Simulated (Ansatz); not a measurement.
CoO:

```
Co O
1.0
     1.60222    0.92504    2.56647
    -1.60222    0.92504    2.56647
     0.00000   -1.85008    2.56647
Co O
1 1
Direct
  0.99898 0.99898 0.99898
  0.75102 0.75102 0.75102
```

Measurements of this composition are mostly on another form, of space group No. 225.

Base run:

| Quantity | Value |
| --- | --- |
| Program | Ansatz 0.2.0 |
| Functional | r2SCAN |
| Potentials or basis | Ansatz PAW |
| Cutoff | 500 eV |
| Density cutoff | 2000 eV |
| k mesh | 6 × 6 × 6 |
| Occupations | fermi-dirac, width 0.05 eV |
| Spin | collinear spin, ferromagnetic start |
| Starting moments | [2.0, 0.0] μB |

Its results: band gap on the k mesh 0.11 eV, indirect (least direct gap 0.26 eV); pressure 4.2 GPa; net moment 2.99 μB per cell; site moments Co +2.41; O +0.28 μB.

Problem. After a change of settings the same cell gave: band gap on the k mesh none (metal or under the smearing width); pressure -8.2 GPa; net moment 2.75 μB per cell; site moments Co +2.19; O +0.31 μB. Which change was it?
A. functional from r2SCAN to LDA; cutoff from 500 eV to 420 eV; density cutoff from 2000 eV to 1680 eV
B. functional from r2SCAN to PBEsol; cutoff from 500 eV to 420 eV; density cutoff from 2000 eV to 1680 eV
C. functional from r2SCAN to LDA; cutoff from 500 eV to 420 eV; density cutoff from 2000 eV to 1680 eV; k mesh from 6 × 6 × 6 to 10 × 10 × 10
D. k mesh from 6 × 6 × 6 to 10 × 10 × 10

Solution. B.

r2SCAN gives the wider gap, since meta-GGAs in the generalised Kohn-Sham scheme recover part of the derivative discontinuity.

Caveats: some runs use coarse meshes; a cell with one magnetic atom can't hold antiferromagnetic order, which such compounds often take; the PAW data sets come from PBE, with cores solved anew for the run's functional, which leaves a small shift of forces and pressure; the density of states is complete only up to the lowest level of the last band computed; the magnetic or orbital state may not be the lowest (some runs); semilocal functionals often make such compounds metallic where correlation or magnetic order opens a gap, which also shifts bond lengths (some runs).

Not every run made on this cell is shown here.
